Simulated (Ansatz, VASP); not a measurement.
Given: the input of a run of Ansatz 0.2.0 on GaN. 

File input.yaml:

```yaml
crystal:
  lattice:
    - [3.18, 0.0, 0.0]
    - [-1.59, 2.753960784, 0.0]
    - [0.0, 0.0, 5.166]
  atoms:
    - { symbol: Ga, position: [0.6666666667, 0.3333333333, 0.5] }
    - { symbol: Ga, position: [0.3333333333, 0.6666666667, 0.0] }
    - { symbol: "N", position: [0.6666666667, 0.3333333333, 0.875] }
    - { symbol: "N", position: [0.3333333333, 0.6666666667, 0.375] }
hamiltonian:
  xc: pbesol
  pseudopotentials: { kind: paw }
kpoints:
  mp_grid: { grid: [10, 10, 5] }
scf:
  occupations: { method: fermi_dirac, width: 0.05 }
output:
  forces: true
  stress: true
relax:
  f_tol: 0.01
  max_steps: 40
  cell: { stress_tol: 0.05 }
```

Potentials or basis: Ansatz PAW.

Run with:

```bash
$ ansatz run input.yaml --threads 2 --pin off --max-ram 5632MiB --backend cpu --events-out ev --progress --plain --runs-dir out
```

Problem. Set up the same calculation for VASP 6.6.1. Potentials or basis there: PBE PAW files Ga_d, N, 600 eV.

Solution. As run (cutoffs and basis follow the program's own potentials, and thresholds, step limits or extra output files can differ):

Contents of INCAR:

```
SYSTEM = GaN
PREC = Accurate
ENCUT = 600
EDIFF = 1E-6
ISMEAR = -1
SIGMA = 0.05
LREAL = .FALSE.
LASPH = .TRUE.
NELM = 100
ALGO = Fast
ISIF = 3
LWAVE = .FALSE.
LCHARG = .FALSE.
GGA = PS
IBRION = 2
NSW = 40
EDIFFG = -0.01
```

Contents of KPOINTS:

```
Automatic mesh
0
G
  10 10 5
  0 0 0
```

File POSCAR:

```
GaN
1.0
    3.1800000000      0.0000000000      0.0000000000
   -1.5900000000      2.7539607840      0.0000000000
    0.0000000000      0.0000000000      5.1660000000
Ga N
2 2
Direct
    0.6666666667      0.3333333333      0.5000000000
    0.3333333333      0.6666666667      0.0000000000
    0.6666666667      0.3333333333      0.8750000000
    0.3333333333      0.6666666667      0.3750000000
```

Potentials or basis: VASP PAW PBE potentials, release 64 (Ga_d, N).

Run with:

```bash
$ cat potpaw_PBE.64/Ga_d/POTCAR potpaw_PBE.64/N/POTCAR > POTCAR
$ mpirun -np 1 vasp_std > vasp.out
```

Both were run:

|  | Ansatz | VASP |
| --- | --- | --- |
| Relaxed volume | 11.37 Å³/atom | 11.35 Å³/atom |
| Relaxed cell | a = 3.183 Å, b = 3.183 Å, c = 5.185 Å, α = 90.00°, β = 90.00°, γ = 120.00° | a = 3.180 Å, b = 3.180 Å, c = 5.183 Å, α = 90.00°, β = 90.00°, γ = 120.00° |
| Space group after relaxing | P6_3mc (No. 186) | P6_3mc (No. 186) |
| Pressure after relaxing | 0.0 GPa | 0.0 GPa |

Ansatz's pressure holds a Pulay term of +0.53 GPa for its cutoff of 420 eV, which the other run lacks.

Ansatz's potentials were made for PBE. VASP's potentials were made for PBE.

Where Ansatz's input types no cutoff or centring, it takes its own default and a Γ-centred mesh.

Pressure is positive in compression.
